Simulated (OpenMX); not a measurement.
The system is BaTiO3 (Barioperovskite).

```
Ba Ti O
1.0
     3.98550    0.00000    0.00000
     0.00000    2.83690    2.84515
     0.00000   -2.83690    2.84515
Ba Ti O
1 1 3
Direct
  0.00000 0.00000 0.00000
  0.50000 0.51240 0.51240
  0.50000 0.99184 0.50524
  0.50000 0.50524 0.99184
  0.00000 0.48740 0.48740
```

Base run:

```yaml
Program: OpenMX 3.8.5
Functional: LDA
Potentials_or_basis: OpenMX 2013 LDA set, Ba10.0-s3p2d2, Ti7.0-s3p2d2, O6.0-s2p2d1, grid cutoff 400 Ry
k_mesh: 7 × 7 × 7
Occupations: fermi-dirac, width 0.05 eV
Spin: no spin polarisation
```

Its results: band gap on the k mesh 1.51 eV, indirect (least direct gap 1.73 eV); pressure -6.7 GPa; largest force 0.521 eV/Å.

Q: The run is repeated on the same cell with these changes: functional from LDA to PBE; potentials or basis from OpenMX 2013 LDA set, Ba10.0-s3p2d2, Ti7.0-s3p2d2, O6.0-s2p2d1, grid cutoff 400 Ry to OpenMX 2013 PBE set, Ba10.0-s3p2d2f1, Ti7.0-s3p2d2f1, O6.0-s3p2d2, grid cutoff 400 Ry. What comes out?

A: Band gap on the k mesh 1.81 eV, indirect (least direct gap 1.99 eV); pressure 2.7 GPa; largest force 0.238 eV/Å.

Caveats: spin-orbit coupling is left out, which moves the levels of the heavy elements; the basis of atomic orbitals isn't converged, which shifts pressures, moduli and gaps; the mesh misses the band edges, which the band path finds closer together (some runs).
